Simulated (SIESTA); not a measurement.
The system is MnO.

```
Mn O
1.0
     0.00000    2.22200    2.22200
     2.22200    0.00000    2.22200
     2.22200    2.22200    0.00000
Mn O
1 1
Direct
  0.00000 0.00000 0.00000
  0.50000 0.50000 0.50000
```

Alike in all runs: program SIESTA 5.4.2; functional PBE; potentials or basis PseudoDojo 0.4 standard (PBE files); basis DZP (energy shift 0.003 Ry; two zetas on semicore shells); grid cutoff 800 Ry; energy shift 0.003 Ry; k mesh 10 × 10 × 10; occupations fermi-dirac, width 0.05 eV.

Starts and where they ended:

```tsv
start	free energy over the lowest (meV/atom)	net moment (μB)	site or absolute moments (μB)	gap
collinear spin, ferromagnetic start of up to 4 μB; fixed moment 0	1185.8	0.00	-	-
collinear spin, ferromagnetic start of up to 4 μB; fixed moment 5	0.0	5.00	Mn +4.79; O +0.21	-
collinear spin, ferromagnetic start of up to 4 μB; fixed moment 2	808.2	2.00	Mn +2.07; O -0.07	-
collinear spin, ferromagnetic start of up to 4 μB; fixed moment 4	124.0	4.00	Mn +3.97; O +0.03	-
collinear spin, ferromagnetic start of up to 4 μB; fixed moment 3	448.9	3.00	Mn +3.08; O -0.08	-
```

All polarised runs hold their moment fixed, so the table maps the energy against it. A still lower state may exist.

Caveats: the basis of atomic orbitals isn't converged, which shifts pressures, moduli and gaps; the total moment is fixed, so each spin has its own Fermi level; a cell with one magnetic atom can't hold antiferromagnetic order, which such compounds often take (some runs); the moment is held away from its start (some runs); the starting moments collapsed, and a magnetic state may lie lower (some runs).
